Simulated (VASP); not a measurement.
# Al (Fm-3m) in VASP: further runs

One crystal, Al, is run at these levels: PBE; tasks: single point.

All numbers are computed with VASP 6.6.1; they aren't measurements. Logs are shortened: lines on timing, memory, paths and dates and some standing lists are left out, and cuts for length are marked.

**1. The undisturbed crystal**

It takes space group Fm-3m (No. 225, cubic). The conventional cell has a = 4.050 Å, b = 4.050 Å, c = 4.050 Å, α = 90.00°, β = 90.00°, γ = 90.00°. Al (site symmetry m-3m) has 12 Al at 2.86 Å as nearest neighbours.

**2. Single point, PBE (grid = ENCUT=400 dk=0.35 cell=2x2x2 ISMEAR=1 SIGMA=0.1 LREAL=Auto EDIFF=1e-06)**

Contents of INCAR:

```
SYSTEM = Al
PREC     = Accurate       ! precision mode
ENCUT    = 400            ! plane-wave cutoff, eV
EDIFF    = 1E-6           ! SCF threshold, eV
ISMEAR   = 1              ! smearing method
SIGMA    = 0.1            ! smearing width, eV
LREAL    = Auto         
LASPH    = .True.         ! aspherical terms in the spheres
NELM     = 120            ! most SCF steps
ALGO     = Fast           ! electronic algorithm
ISIF     = 2              ! what is computed and relaxed
LWAVE    = .False.        ! write WAVECAR
LCHARG   = .False.        ! write CHGCAR
GGA      = PE             ! functional
NBANDS   = 18             ! bands
```

Contents of KPOINTS:

```
regular mesh
0
Gamma
  4 4 4
  0 0 0
```

Contents of POSCAR:

```
Al
1.0
    0.0000000000      4.0496100000      4.0496100000
    4.0496100000      0.0000000000      4.0496100000
    4.0496100000      4.0496100000      0.0000000000
Al
7
Direct
    0.0000000000      0.0000000000      0.5000000000
    0.0000000000      0.5000000000      0.0000000000
    0.0000000000      0.5000000000      0.5000000000
    0.5000000000      0.0000000000      0.0000000000
    0.5000000000      0.0000000000      0.5000000000
    0.5000000000      0.5000000000      0.0000000000
    0.5000000000      0.5000000000      0.5000000000
```

Potentials or basis: VASP PAW PBE potentials, release 64 (Al).

Launch:

```bash
$ cat potpaw_PBE.64/Al/POTCAR > POTCAR
$ mpirun -np 1 vasp_std > vasp.out
```

OUTCAR:

```text
SYSTEM = Al
   PREC = Accurate
   ENCUT = 400
   EDIFF = 1E-6
   ISMEAR = 1
   LREAL = Auto
   LASPH = .True.
   NELM = 120
   ISIF = 2
   GGA = PE

 Found      8 irreducible k-points:

 Following reciprocal coordinates:
            Coordinates               Weight
  0.000000  0.000000  0.000000      1.000000
  0.250000  0.000000  0.000000      8.000000
  0.500000  0.000000  0.000000      4.000000
  0.250000  0.250000  0.000000      6.000000
  0.500000  0.250000  0.000000     24.000000
 -0.250000  0.250000  0.000000     12.000000
   k-points           NKPTS =      8   k-points in BZ     NKDIM =      8   number of bands    NBANDS=     18
   number of dos      NEDOS =    301   number of ions     NIONS =      7
   total plane-waves  NPLWV =  64000
   dimension x,y,z NGX =    40 NGY =   40 NGZ =   40
   dimension x,y,z NGXF=    80 NGYF=   80 NGZF=   80
   ions per type =               7
   NGX,Y,Z   is equivalent  to a cutoff of  11.61, 11.61, 11.61 a.u.
   NGXF,Y,Z  is equivalent  to a cutoff of  23.22, 23.22, 23.22 a.u.
 SYSTEM =  Al
   PREC   = accura    normal or accurate (medium, high low for compatibility)
   ISTART =      0    job   : 0-new  1-cont  2-samecut
   ICHARG =      2    charge: 1-file 2-atom 10-const
   ISPIN  =      1    spin polarized calculation?
   LNONCOLLINEAR =      F non collinear calculations
   LSORBIT =      F    spin-orbit coupling
   LASPH  =      T    aspherical Exc in radial PAW
   ENCUT  =  400.0 eV  29.40 Ry    5.42 a.u.   9.34  9.34  9.34*2*pi/ulx,y,z
   NELM   =    120;   NELMIN=  2; NELMDL= -5     # of ELM steps
   EDIFF  = 0.1E-05   stopping-criterion for ELM
   LREAL  =      T    real-space projection
   EDIFFG = 0.1E-04   stopping-criterion for IOM
   NSW    =      0    number of steps for IOM
[... 5 lines left out ...]
   TEBEG  =    0.0;   TEEND  =   0.0 temperature during run
   PSTRESS=    0.0 pullay stress
   NELECT =      21.0000    total number of electrons
   NUPDOWN=      -1.0000    fix difference up-down
   EMIN   =  10.00;   EMAX   =-10.00  energy-range for DOS
   EFERMI =   0.00;   METHOD = LEGACY
   ISMEAR =     1;   SIGMA  =   0.10  broadening in eV -4-tet -1-fermi 0-gaus
   EFERMI_NEDOS =   21; number of points for ismear=-14 and -15
   IALGO  =     68    algorithm
   IMIX   =      4    mixing-type and parameters
     AMIX     =   0.40;   BMIX     =  1.00
     AMIX_MAG =   1.60;   BMIX_MAG =  1.00
  volume/ion in A,a.u.               =      18.97       128.05
  Fermi-wavevector in a.u.,A,eV,Ry     =   0.885234  1.672850 10.662058  0.783639
  Thomas-Fermi vector in A             =   2.006240
   LORBIT       =      0    0 simple, 1 ext, 2 COOP (PROOUT), +10 PAW based schemes
   GGA     = PE    functional components
   LHFCALC =     F    Hartree Fock is set to
   AEXX    =    0.0000 exact exchange contribution
   IVDW    =     0    specifies the selected vdW correction
   LEPSILON=     F    determine dielectric tensor
   LRPA    =     F    only Hartree local field effects (RPA)
 non-spin polarized calculation
 RMM-DIIS sequential band-by-band and
 Methfessel and Paxton  Order N= 1 SIGMA  =   0.10
  energy-cutoff  :      400.00
  volume of cell :      132.82
 maximum number of plane-waves:      2450
 NGX is ok and might be reduce to    40
   NGX = 19   NGY = 19   NGZ = 19

 number of electron      21.0000000 magnetization

 Free energy of the ion-electron system (eV)
  ---------------------------------------------------
  ext. energy  EPLUGINS =         0.00000000
  ---------------------------------------------------
  free energy    TOTEN  =       -25.28105357 eV

  energy without entropy =      -25.28371488  energy(sigma->0) =      -25.28194067

 E-fermi :   6.4300     XC(G=0):  -9.5878

 val. band max:        6.3439001164   @ k =   0.5000   0.2500   0.0000
 cond. band min:       6.4592257411   @ k =   0.5000   0.0000   0.0000
 fundamental gap:      0.1153256248
 Fermi energy:         6.4300407597

 k-point     1 :       0.0000    0.0000    0.0000
  band No.  band energies     occupation
      1      -3.9154      2.00000
      2       2.0716      2.00000
      3       2.5172      2.00000
      4       2.5172      2.00000
      5       2.5172      2.00000
      6       2.5687      2.00000
[... 10 lines left out ...]
     17      12.5048      0.00000
     18      12.5718      0.00000

 k-point     2 :       0.2500    0.0000    0.0000
  band No.  band energies     occupation
      1      -3.5134      2.00000
      2      -0.2016      2.00000
      3       1.8392      2.00000
      4       1.8538      2.00000
      5       1.8538      2.00000
      6       3.0860      2.00000
[... 10 lines left out ...]
     17       9.5303      0.00000
     18       9.9383      0.00000

 k-point     3 :       0.5000    0.0000    0.0000
  band No.  band energies     occupation
      1      -2.5844      2.00000
      2      -1.9074      2.00000
      3       1.6014      2.00000
      4       1.6985      2.00000
      5       1.6985      2.00000
      6       2.6280      2.00000
[... 10 lines left out ...]
     17      10.7897      0.00000
     18      10.8005      0.00000

 k-point     4 :       0.2500    0.2500    0.0000
  band No.  band energies     occupation
      1      -3.3774      2.00000
      2       0.5820      2.00000
      3       0.6552      2.00000
      4       1.0224      2.00000
      5       1.0224      2.00000
      6       2.6662      2.00000
[... 10 lines left out ...]
     17      10.2365      0.00000
     18      10.6065      0.00000

 k-point     5 :       0.5000    0.2500    0.0000
  band No.  band energies     occupation
      1      -2.4847      2.00000
      2      -1.2887      2.00000
      3      -0.2584      2.00000
      4       0.8825      2.00000
      5       1.4275      2.00000
      6       3.4908      2.00000
[... 10 lines left out ...]
     17      10.3087      0.00000
     18      10.5986      0.00000

 k-point     6 :      -0.2500    0.2500    0.0000
  band No.  band energies     occupation
      1      -2.8595      2.00000
      2      -0.7977      2.00000
      3      -0.3938      2.00000
      4       1.4895      2.00000
      5       1.9937      2.00000
      6       3.3775      2.00000
[... 10 lines left out ...]
     17      10.0468      0.00000
     18      11.0611      0.00000

 [... further k-points ...]

------------------------ aborting loop because EDIFF is reached ----------------------------------------

  FORCE on cell =-STRESS in cart. coord.  units (eV):
  Direction    XX          YY          ZZ          XY          YZ          ZX
  --------------------------------------------------------------------------------------
  -------------------------------------------------------------------------------------
  Total       -2.3362010     -2.3362010     -2.3362010      0.0000000      0.0000000      0.0000000
  in kB      -28.1806616    -28.1806616    -28.1806616      0.0000000      0.0000000      0.0000000
  external PRESSURE =     -28.1806616 kB  Pullay stress =       0.0000000 kB

 VOLUME and BASIS-vectors are now :
 -----------------------------------------------------------------------------
  energy-cutoff  :      400.00
  volume of cell :      132.82
      direct lattice vectors                 reciprocal lattice vectors
     0.000000000  4.049610000  4.049610000    -0.123468680  0.123468680  0.123468680
     4.049610000  0.000000000  4.049610000     0.123468680 -0.123468680  0.123468680
     4.049610000  4.049610000  0.000000000     0.123468680  0.123468680 -0.123468680

 POSITION                                       TOTAL-FORCE (eV/Angst)
 -----------------------------------------------------------------------------------
      2.02481      2.02481      0.00000        -0.000000      0.000000     -0.000000
      2.02481      0.00000      2.02481         0.000000      0.000000     -0.000000
      4.04961      2.02481      2.02481         0.000000     -0.000000      0.000000
      0.00000      2.02481      2.02481        -0.000000     -0.000000      0.000000
      2.02481      4.04961      2.02481        -0.000000     -0.000000     -0.000000
      2.02481      2.02481      4.04961         0.000000      0.000000      0.000000
      4.04961      4.04961      4.04961         0.000000     -0.000000      0.000000
 -----------------------------------------------------------------------------------
    total drift:                               -0.000000      0.000000      0.000000

  FREE ENERGIE OF THE ION-ELECTRON SYSTEM (eV)
  ---------------------------------------------------
  free  energy   TOTEN  =       -25.2810535703 eV

  energy  without entropy=      -25.2837148764  energy(sigma->0) =      -25.28194067
```

OSZICAR:

```text
N       E                     dE             d eps       ncg     rms          rms(c)
DAV:   1     0.171746604734E+02    0.17175E+02   -0.61760E+03   288   0.731E+02
DAV:   2    -0.238675168013E+02   -0.41042E+02   -0.39597E+02   382   0.106E+02
DAV:   3    -0.254916138645E+02   -0.16241E+01   -0.15540E+01   376   0.182E+01
DAV:   4    -0.255106387226E+02   -0.19025E-01   -0.19016E-01   346   0.247E+00
DAV:   5    -0.255110686002E+02   -0.42988E-03   -0.42985E-03   370   0.381E-01    0.332E+00
RMM:   6    -0.253526921431E+02    0.15838E+00   -0.88693E-02   291   0.109E+00    0.194E+00
RMM:   7    -0.252809124901E+02    0.71780E-01   -0.15399E-01   311   0.151E+00    0.269E-01
RMM:   8    -0.252807693119E+02    0.14318E-03   -0.12577E-02   320   0.579E-01    0.870E-02
RMM:   9    -0.252810104602E+02   -0.24115E-03   -0.25702E-03   329   0.265E-01    0.935E-02
RMM:  10    -0.252810483372E+02   -0.37877E-04   -0.61691E-04   320   0.147E-01    0.111E-02
RMM:  11    -0.252810518160E+02   -0.34788E-05   -0.14775E-04   346   0.780E-02    0.182E-02
RMM:  12    -0.252810536987E+02   -0.18828E-05   -0.35638E-05   339   0.352E-02    0.151E-02
RMM:  13    -0.252810535703E+02    0.12842E-06   -0.77238E-06   304   0.164E-02
   1 F= -.25281054E+02 E0= -.25281941E+02  d E =0.266131E-02
```

It took 12 s on 1 thread of Intel Xeon 6975P-C (Granite Rapids), shared host; peak memory 0.21 GiB.

The run converged, but some of its settings lie outside the range that counts as converged, so its numbers aren't taken as properties of the crystal.

Results:

| Item | Value |
| --- | --- |
| Free energy | -25.2811 eV |
| Pressure | -2.8 GPa |
| Band gap on the k mesh | none (metal or under the smearing width) |

**3. Single point, PBE (grid = ENCUT=460 dk=0.35 cell=2x2x2 ISMEAR=1 SIGMA=0.1 LREAL=Auto EDIFF=1e-06)**

Changes to INCAR since step 2:

```diff
@@ -2,3 +2,3 @@
 PREC     = Accurate       ! precision mode
-ENCUT    = 400            ! plane-wave cutoff, eV
+ENCUT    = 460            ! plane-wave cutoff, eV
 EDIFF    = 1E-6           ! SCF threshold, eV
```

KPOINTS is that of step 2.

POSCAR is that of step 2.

Potentials or basis: VASP PAW PBE potentials, release 64 (Al).

Launch:

```bash
$ cat potpaw_PBE.64/Al/POTCAR > POTCAR
$ mpirun -np 1 vasp_std > vasp.out
```

It took 11 s on 1 thread of Intel Xeon 6975P-C (Granite Rapids), shared host; peak memory 0.21 GiB.

These settings aren't checked as converged: the numbers below hold their error.

What came out:

```
Free energy            : -25.2838 eV
Pressure               : -2.8 GPa
Band gap on the k mesh : none (metal or under the smearing width)
```
